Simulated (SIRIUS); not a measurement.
Wanted: the native input for a SIRIUS 7.12.0 run.

* Task: single point
* Functional: PBE
* Potentials or basis: all-electron FP-LAPW
* Cutoff: 183 eV
* Basis: apw+lo standard
* k mesh: 11 × 11 × 6
* Occupations: fermi-dirac, width 0.05 eV
* Spin: no spin polarisation
* Muffin tin radii: Al 2.29, Ti 2.4 bohr
* Basis cutoff (gk_cutoff): 3.67 1/bohr
* Cutoff of density and potential (pw_cutoff): 20 1/bohr
* lmax of the basis: 10
* lmax of density and potential: 8
* Valence relativity: iora
* Core states: Al 1s, Ti 1s2s2p
* Local orbitals (radial functions): Al 12, Ti 13
* Reference energy of the basis: 0.27 Ha
* Smallest sphere radius times basis cutoff: 8.4
* Start of the SCF: LDA density

Crystal: TiAl.

```xyz
2
Lattice="2.8673 0.0000 0.0000 -1.4336 2.4831 0.0000 0.0000 0.0000 4.6781" Properties=species:S:1:pos:R:3 pbc="T T T"
Ti    0.0000    0.0000    0.0000
Al    0.0000    1.6554    2.3390
```

The cell comes from a database or a generator and needn't be the stable form of this composition.

The input as run:

sirius.json

```json
{
  "control": {
    "processing_unit": "cpu",
    "std_evp_solver_name": "lapack",
    "gen_evp_solver_name": "lapack",
    "verbosity": 2,
    "print_forces": true,
    "ortho_rf": true,
    "use_second_variation": true,
    "rmt_max": 3.0,
    "num_bands_to_print": 21,
    "save_wf": true
  },
  "parameters": {
    "electronic_structure_method": "full_potential_lapwlo",
    "xc_functionals": ["XC_GGA_X_PBE", "XC_GGA_C_PBE"],
    "core_relativity": "dirac",
    "valence_relativity": "iora",
    "num_fv_states": 21,
    "smearing": "fermi_dirac",
    "smearing_width": 0.0018374661,
    "pw_cutoff": 20,
    "gk_cutoff": 3.67,
    "lmax_apw": 10,
    "lmax_rho": 8,
    "lmax_pot": 8,
    "num_mag_dims": 0,
    "auto_rmt": 0,
    "ngridk": [11, 11, 6],
    "shiftk": [0, 0, 0],
    "num_dft_iter": 80,
    "energy_tol": 1e-07,
    "density_tol": 1e-05,
    "use_symmetry": true
  },
  "settings": {"tol_ne": 1e-10},
  "iterative_solver": {"type": "exact"},
  "mixer": {"type": "anderson", "beta": 0.5, "max_history": 8},
  "unit_cell": {
    "lattice_vectors": [[5.4183403473, 0.0, 0.0], [-2.7091701735, 4.692420387, 0.0], [0.0, 0.0, 8.8402956583]],
    "atom_types": ["Al", "Ti"],
    "atom_files": {"Al": "Al.json", "Ti": "Ti.json"},
    "atoms": {"Al": [[0.3333333333, 0.6666666667, 0.5]], "Ti": [[0.0, 0.0, 0.0]]}
  }
}
```

Al.json

```json
{
  "name": "aluminium",
  "symbol": "Al",
  "number": 13,
  "mass": 26.9815386,
  "rmin": 1e-06,
  "rmt": 2.29,
  "nrmt": 800,
  "rinf": 20.43,
  "core": "1s",
  "valence": [
    {"basis": [{"enu": 0.07, "dme": 0, "n": 0, "auto": 0}, {"enu": 0.07, "dme": 1, "n": 0, "auto": 0}]},
    {"l": 0, "n": 1, "basis": [{"enu": 0.1274, "dme": 0, "n": 0, "auto": 0}]},
    {"l": 1, "n": 2, "basis": [{"enu": 0.17, "dme": 0, "n": 0, "auto": 0}]},
    {"l": 2, "n": 3, "basis": [{"enu": 0.17, "dme": 0, "n": 0, "auto": 0}]},
    {"l": 3, "n": 4, "basis": [{"enu": 0.17, "dme": 0, "n": 0, "auto": 0}]}
  ],
  "lo": [
    {
      "l": 0,
      "basis": [{"enu": 0.1274, "dme": 0, "n": 0, "auto": 0}, {"enu": 0.1274, "dme": 1, "n": 0, "auto": 0}]
    },
    {
      "l": 0,
      "basis": [{"enu": -3.675, "dme": 0, "n": 2, "auto": 1}, {"enu": -3.675, "dme": 1, "n": 2, "auto": 1}]
    },
    {
      "l": 0,
      "basis": [{"enu": -3.675, "dme": 1, "n": 2, "auto": 1}, {"enu": 0.1274, "dme": 0, "n": 0, "auto": 0}]
    },
    {
      "l": 0,
      "basis": [{"enu": 0.1274, "dme": 0, "n": 0, "auto": 0}, {"enu": 3.1784, "dme": 0, "n": 0, "auto": 0}]
    },
    {"l": 1, "basis": [{"enu": 0.17, "dme": 0, "n": 0, "auto": 0}, {"enu": 0.17, "dme": 1, "n": 0, "auto": 0}]},
    {
      "l": 1,
      "basis": [{"enu": -2.2897, "dme": 0, "n": 2, "auto": 1}, {"enu": -2.2897, "dme": 1, "n": 2, "auto": 1}]
    },
    {
      "l": 1,
      "basis": [{"enu": -2.2897, "dme": 1, "n": 2, "auto": 1}, {"enu": 0.17, "dme": 0, "n": 0, "auto": 0}]
    },
    {"l": 1, "basis": [{"enu": 0.17, "dme": 0, "n": 0, "auto": 0}, {"enu": 3.6787, "dme": 0, "n": 0, "auto": 0}]},
    {"l": 2, "basis": [{"enu": 0.17, "dme": 0, "n": 0, "auto": 0}, {"enu": 0.17, "dme": 1, "n": 0, "auto": 0}]},
    {"l": 2, "basis": [{"enu": 0.17, "dme": 1, "n": 0, "auto": 0}, {"enu": 0.17, "dme": 2, "n": 0, "auto": 0}]},
    {"l": 2, "basis": [{"enu": 0.17, "dme": 0, "n": 0, "auto": 0}, {"enu": 3.1448, "dme": 0, "n": 0, "auto": 0}]},
    {"l": 3, "basis": [{"enu": 0.17, "dme": 0, "n": 0, "auto": 0}, {"enu": 0.17, "dme": 1, "n": 0, "auto": 0}]}
  ],
  "free_atom": [... radial grid and density of the free atom, the start of the SCF ...]
}
```

Ti.json

```json
{
  "name": "titanium",
  "symbol": "Ti",
  "number": 22,
  "mass": 47.867,
  "rmin": 1e-06,
  "rmt": 2.4,
  "nrmt": 800,
  "rinf": 17.51,
  "core": "1s2s2p",
  "valence": [
    {"basis": [{"enu": 0.07, "dme": 0, "n": 0, "auto": 0}, {"enu": 0.07, "dme": 1, "n": 0, "auto": 0}]},
    {"l": 0, "n": 1, "basis": [{"enu": 0.17, "dme": 0, "n": 0, "auto": 0}]},
    {"l": 1, "n": 2, "basis": [{"enu": 0.17, "dme": 0, "n": 0, "auto": 0}]},
    {"l": 2, "n": 3, "basis": [{"enu": 0.17, "dme": 0, "n": 0, "auto": 0}]},
    {"l": 3, "n": 4, "basis": [{"enu": 0.17, "dme": 0, "n": 0, "auto": 0}]}
  ],
  "lo": [
    {"l": 0, "basis": [{"enu": 0.17, "dme": 0, "n": 0, "auto": 0}, {"enu": 0.17, "dme": 1, "n": 0, "auto": 0}]},
    {
      "l": 0,
      "basis": [{"enu": -1.9503, "dme": 0, "n": 3, "auto": 1}, {"enu": -1.9503, "dme": 1, "n": 3, "auto": 1}]
    },
    {
      "l": 0,
      "basis": [{"enu": -1.9503, "dme": 1, "n": 3, "auto": 1}, {"enu": 0.17, "dme": 0, "n": 0, "auto": 0}]
    },
    {"l": 0, "basis": [{"enu": 0.17, "dme": 0, "n": 0, "auto": 0}, {"enu": 2.9478, "dme": 0, "n": 0, "auto": 0}]},
    {"l": 1, "basis": [{"enu": 0.17, "dme": 0, "n": 0, "auto": 0}, {"enu": 0.17, "dme": 1, "n": 0, "auto": 0}]},
    {
      "l": 1,
      "basis": [{"enu": -1.0903, "dme": 0, "n": 3, "auto": 1}, {"enu": -1.0903, "dme": 1, "n": 3, "auto": 1}]
    },
    {
      "l": 1,
      "basis": [{"enu": -1.0903, "dme": 1, "n": 3, "auto": 1}, {"enu": 0.17, "dme": 0, "n": 0, "auto": 0}]
    },
    {"l": 1, "basis": [{"enu": 0.17, "dme": 0, "n": 0, "auto": 0}, {"enu": 3.3644, "dme": 0, "n": 0, "auto": 0}]},
    {"l": 2, "basis": [{"enu": 0.17, "dme": 0, "n": 0, "auto": 0}, {"enu": 0.17, "dme": 1, "n": 0, "auto": 0}]},
    {"l": 2, "basis": [{"enu": 0.17, "dme": 1, "n": 0, "auto": 0}, {"enu": 0.17, "dme": 2, "n": 0, "auto": 0}]},
    {"l": 2, "basis": [{"enu": 0.17, "dme": 0, "n": 0, "auto": 0}, {"enu": 2.8783, "dme": 0, "n": 0, "auto": 0}]},
    {"l": 3, "basis": [{"enu": 0.17, "dme": 0, "n": 0, "auto": 0}, {"enu": 0.17, "dme": 1, "n": 0, "auto": 0}]},
    {"l": 3, "basis": [{"enu": 0.17, "dme": 0, "n": 0, "auto": 0}, {"enu": 3.1908, "dme": 0, "n": 0, "auto": 0}]}
  ],
  "free_atom": [... radial grid and density of the free atom, the start of the SCF ...]
}
```

sirius_start.json

```json
{
  "control": {
    "processing_unit": "cpu",
    "std_evp_solver_name": "lapack",
    "gen_evp_solver_name": "lapack",
    "verbosity": 1,
    "print_forces": false,
    "ortho_rf": true,
    "use_second_variation": true,
    "rmt_max": 3.0,
    "num_bands_to_print": 21,
    "save_wf": false
  },
  "parameters": {
    "electronic_structure_method": "full_potential_lapwlo",
    "xc_functionals": ["XC_LDA_X", "XC_LDA_C_PW"],
    "core_relativity": "dirac",
    "valence_relativity": "iora",
    "num_fv_states": 21,
    "smearing": "fermi_dirac",
    "smearing_width": 0.0055123983,
    "pw_cutoff": 20,
    "gk_cutoff": 2.93,
    "lmax_apw": 10,
    "lmax_rho": 8,
    "lmax_pot": 8,
    "num_mag_dims": 0,
    "auto_rmt": 0,
    "ngridk": [4, 4, 2],
    "shiftk": [0, 0, 0],
    "num_dft_iter": 30,
    "energy_tol": 0.01,
    "density_tol": 0.05,
    "use_symmetry": true
  },
  "settings": {"tol_ne": 1e-10},
  "iterative_solver": {"type": "exact"},
  "mixer": {"type": "anderson", "beta": 0.5, "max_history": 8},
  "unit_cell": {
    "lattice_vectors": [[5.4183403473, 0.0, 0.0], [-2.7091701735, 4.692420387, 0.0], [0.0, 0.0, 8.8402956583]],
    "atom_types": ["Al", "Ti"],
    "atom_files": {"Al": "Al.json", "Ti": "Ti.json"},
    "atoms": {"Al": [[0.3333333333, 0.6666666667, 0.5]], "Ti": [[0.0, 0.0, 0.0]]}
  }
}
```

Potentials or basis: all-electron FP-LAPW, apw+lo standard.

Command:

```sh
$ OMP_NUM_THREADS=1 sirius.scf --input=sirius_start.json --output=start.json
$ OMP_NUM_THREADS=1 sirius.scf --input=sirius.json --output=output.json --task=1
```

It gave:

```yaml
Band_gap_on_the_k_mesh: none (metal or under the smearing width)
All_electrons_inside_the_program's_atomic_spheres: Ti 20.36; Al 11.43 (radii Al 2.29, Ti 2.4 bohr)
```

Wall time 55 s on 1 thread of Arm Neoverse V2, on a shared host, peak memory 0.47 GiB.
